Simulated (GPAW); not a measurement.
The system is Ti.

```xyz
2
Lattice="2.9500 0.0000 0.0000 -1.4750 2.5548 0.0000 0.0000 0.0000 4.6800" Properties=species:S:1:pos:R:3 pbc="T T T"
Ti    1.4750    0.8516    3.5100
Ti    0.0000    1.7032    1.1700
```

```yaml
Program: GPAW 26.7.0
Task: single point
Functional: PBEsol
Potentials_or_basis: PAW data sets generated in the run's folder for this functional
Cutoff: 600 eV
Basis: pw
k_mesh: 10 × 10 × 6
Occupations: fermi-dirac, width 0.05 eV
Spin: no spin polarisation
```

On this cell: pressure -6.2 GPa; largest force under 0.003 eV/Å; band gap on the k mesh none (metal or under the smearing width).

The same run follows on a disturbed copy (atoms moved at random, drawn with an rms of 0.05 Å):

```
Ti
1.0
     2.95000    0.00000    0.00000
    -1.47500    2.55477    0.00000
     0.00000    0.00000    4.68000
Ti
2
Cartesian
  1.5420 0.8351 3.5029
  0.0045 1.7191 1.1641
```

**Question.** What does the disturbed cell give?

**Answer.** The energy (extrapolated to zero smearing) moves by +2.0 meV/atom; pressure -6.2 GPa; largest force 0.103 eV/Å; band gap on the k mesh none (metal or under the smearing width).

Forces in eV/Å, atoms in the order of the input:
```
Ti  -0.091  0.047  0.003
Ti   0.091 -0.047 -0.003
```

Stress tensor (GPa, compression positive):
```
-6.38  0.68  0.00
 0.68 -5.68  0.00
 0.00  0.00 -6.50
```
